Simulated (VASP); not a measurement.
A run of VASP 6.6.1 is set up as follows.

File INCAR:

```
PREC     = Accurate       # precision mode
ENCUT    = 600            # plane-wave cutoff, eV
EDIFF    = 1E-7           # SCF threshold, eV
ISMEAR   = -1             # smearing method
SIGMA    = 0.05           # smearing width, eV
LREAL    = False          # projectors in reciprocal space
LASPH    = True           # aspherical terms in the spheres
NELM     = 100            # most SCF steps
ALGO     = Normal         # electronic algorithm
ISIF     = 3              # what is computed and relaxed
LWAVE    = False          # write WAVECAR
LCHARG   = False          # write CHGCAR
GGA      = B5             # functional
ALDAX    = 1.0          
AGGAX    = 1.0          
AGGAC    = 1.0          
ALDAC    = 0.0          
IVDW     = 12             # dispersion correction
VDW_S6   = 1.0          
VDW_S8   = 2.6996       
VDW_A1   = 0.4298       
VDW_A2   = 4.2359       
IBRION   = 2              # ionic algorithm
NSW      = 60             # ionic steps
EDIFFG   = -0.005         # ionic threshold
```

The input KPOINTS:

```
regular mesh
0
Gamma
  10 10 9
```

File POSCAR:

```
WC
1.0
    2.9065000000      0.0000000000      0.0000000000
   -1.4532500000      2.5171028361      0.0000000000
    0.0000000000      0.0000000000      2.8366000000
W C
1 1
Direct
    0.0000000000      0.0000000000      0.0000000000
    0.6666666667      0.3333333333      0.5000000000
```

Potentials or basis: VASP PAW PBE potentials, release 64 (W_sv, C).

Launch:

```console
$ cat potpaw_PBE.64/W_sv/POTCAR potpaw_PBE.64/C/POTCAR > POTCAR
$ mpirun -np 1 vasp_std > vasp.out
```

Problem. Predict the relaxed volume.

Solution. 10.48 Å³/atom.

Problem. Estimate the space group after relaxing (to 0.05 Å).

Solution. P-6m2 (No. 187).

Step by step:
| step | energy change (eV) | largest force (eV/Å) | pressure (GPa) | volume (Å³) |
| --- | --- | --- | --- | --- |
| 1 | 0.0000 | 0.0000 | 3.97 | 20.75 |
| 2 | 0.0153 | 0.0000 | -9.80 | 21.53 |
| 3 | -0.0026 | 0.0000 | -0.05 | 20.97 |
| 4 | -0.0026 | 0.0000 | 0.02 | 20.96 |
| 5 | -0.0026 | 0.0000 | 0.05 | 20.96 |
| 6 | -0.0026 | 0.0000 | 0.04 | 20.96 |

Caveat: the PAW data sets were made with another functional, which shifts forces and pressure a little; pairwise dispersion overbinds metals, which lowers pressure and volume. The run has no spin-orbit coupling, so splittings on W are missing.
